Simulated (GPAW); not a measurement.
Here is a GPAW 26.7.0 calculation.

File run.py:

```python
from ase.eos import EquationOfState
from ase.io import Trajectory, read
from ase.units import GPa
from gpaw import GPAW, PW, setup_paths

setup_paths.insert(0, '.')

atoms = read('CdSe.xyz')

traj = Trajectory('eos.traj', 'w')
volumes, energies = [], []
for x in [0.94, 0.96, 0.98, 1.0, 1.02, 1.04, 1.06]:
    a = atoms.copy()
    a.set_cell(atoms.cell * x**(1 / 3), scale_atoms=True)
    calc = GPAW(mode=PW(600),
                xc='PBE',
                kpts={'size': (6, 6, 6), 'gamma': True},
                occupations={'name': 'fermi-dirac', 'width': 0.05},
                nbands=18,
                convergence={'density': 1e-05, 'energy': 1e-05},
                maxiter=150,
                txt=f'eos-{x:.2f}.txt')
    a.calc = calc
    energies.append(a.get_potential_energy(force_consistent=True))
    volumes.append(a.get_volume())
    p = -a.get_stress()[:3].mean() / GPa
    calc.write(f'eos-{x:.2f}.gpw')
    traj.write(a)
    print(f'{x:.2f} {volumes[-1]:10.4f} A^3 {energies[-1]:14.6f} eV {p:9.3f} GPa', flush=True)

v0, e0, B = EquationOfState(volumes, energies, eos='birchmurnaghan').fit()
print(f'V0 = {v0:.4f} A^3, E0 = {e0:.6f} eV, B0 = {B / GPa:.2f} GPa')
```

Contents of CdSe.xyz:

```xyz
2
Lattice="0.0000000000 3.0702711986 3.0702711986 3.0702711986 0.0000000000 3.0702711986 3.0702711986 3.0702711986 0.0000000000" Properties=species:S:1:pos:R:3 pbc="T T T"
Cd     0.0000000000      0.0000000000      0.0000000000
Se     1.5351355993      1.5351355993      1.5351355993
```

Potentials or basis: PAW data sets generated in the run's folder for this functional, pw.

The run is started by

```console
$ gpaw-setup -f PBE Cd Se
$ OMP_NUM_THREADS=1 python run.py
```

Question: Estimate the equilibrium volume.

Answer: 29.61 Å³/atom.

Question: Estimate the bulk modulus.

Answer: 45 GPa.

Energy against volume, from the lowest point:
| volume (Å³/atom) | energy (meV/atom) |
| --- | --- |
| 27.206 | 32.48 |
| 27.784 | 17.98 |
| 28.363 | 8.06 |
| 28.942 | 2.20 |
| 29.521 | 0.00 |
| 30.100 | 1.05 |
| 30.679 | 5.04 |
